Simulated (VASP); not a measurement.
A run of VASP 6.6.1:

File INCAR:

```
PREC     = Accurate       # precision mode
ENCUT    = 600            # plane-wave cutoff, eV
EDIFF    = 1E-7           # SCF threshold, eV
ISMEAR   = 0              # smearing method
SIGMA    = 0.03           # smearing width, eV
LREAL    = F              # projectors in reciprocal space
LASPH    = T              # aspherical terms in the spheres
NELM     = 80             # most SCF steps
ALGO     = Normal         # electronic algorithm
ISIF     = 3              # what is computed and relaxed
LWAVE    = F              # write WAVECAR
LCHARG   = F              # write CHGCAR
GGA      = PS             # functional
IBRION   = 2              # ionic algorithm
NSW      = 90             # ionic steps
EDIFFG   = -0.005         # ionic threshold
```

File KPOINTS:

```
regular mesh
0
Gamma
  10 10 10
```

The input POSCAR:

```
NaH                                     
1.0
    0.0000000000      2.3963270131      2.3963270131
    2.3963270131     -0.0000000000      2.3963270131
    2.3963270131      2.3963270131      0.0000000000
  Na              H             
     1     1
Direct
     0.0000000000000000    0.0000000000000000    1.0000000000000000
     0.5000000000000000    0.5000000000000000    0.5000000000000000
```

Potentials or basis: VASP PAW PBE potentials, release 64 (Na_pv, H).

Command:

```bash
$ cat potpaw_PBE.64/Na_pv/POTCAR potpaw_PBE.64/H/POTCAR > POTCAR
$ mpirun -np 1 vasp_std > vasp.out
```

Hardware: 1 thread of Intel(R) Xeon(R) Platinum 8259CL CPU @ 2.50GHz (Skylake/Cascade Lake) (shared host).

Question: How long does it take, and how much memory?

Answer: Run time: 10 s on 1 thread of Intel(R) Xeon(R) Platinum 8259CL CPU @ 2.50GHz (Skylake/Cascade Lake), on a shared host, peak memory 0.15 GiB. Counts: scf iterations 13, k points 47, ion steps 1.
